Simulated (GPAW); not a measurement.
A run of GPAW 26.7.0 is set up as follows.

The input run.py:

```python
from ase import Atoms
from ase.dft.bandgap import bandgap
from ase.io import write
from gpaw import GPAW, PW

atoms = Atoms(['Zn', 'Zn', 'S', 'S'],
              cell=[[3.811, 0.0, 0.0],
                    [-1.9055, 3.3004228138, 0.0],
                    [0.0, 0.0, 6.234]],
              scaled_positions=[[0.6666666667, 0.3333333333, 0.5],
                                [0.3333333333, 0.6666666667, 0.0],
                                [0.6666666667, 0.3333333333, 0.885],
                                [0.3333333333, 0.6666666667, 0.385]],
              pbc=True)

calc = GPAW(mode=PW(600),
            xc='TB09',
            kpts={'size': (8, 8, 4), 'gamma': True},
            occupations={'name': 'fermi-dirac', 'width': 0.05},
            nbands=31,
            convergence={'density': 1e-05, 'energy': 1e-05},
            eigensolver='cg',
            maxiter=150,
            txt='gpaw.txt')
atoms.calc = calc
energy = atoms.get_potential_energy()
calc.write('gs.gpw')
write('result.traj', atoms)
print('Fermi level:', round(calc.get_fermi_level(), 4), 'eV')
print(f'Gap: {bandgap(calc)[0]:.4f} eV, direct: {bandgap(calc, direct=True)[0]:.4f} eV')
```

Potentials or basis: GPAW PAW data sets for LDA (gpaw-data 1.2.1), pw.

Launch:

```bash
$ OMP_NUM_THREADS=1 python run.py
```

Question: Estimate the band gap on the k mesh.

Answer: 3.81 eV, direct.

Caveat: a model potential gives levels but no total energy.

**What was measured.**

A printed reference work, monograph reports, for a bulk crystal of ZnS at 4 K: band gap 3.911 eV (direct).

Against the measured gap of ZnS, 3.911 eV (direct; 4 K; a printed reference work, monograph), the calculated 3.81 eV is off by -0.10 eV. The value is that of TB-mBJ, without temperature or zero-point motion.
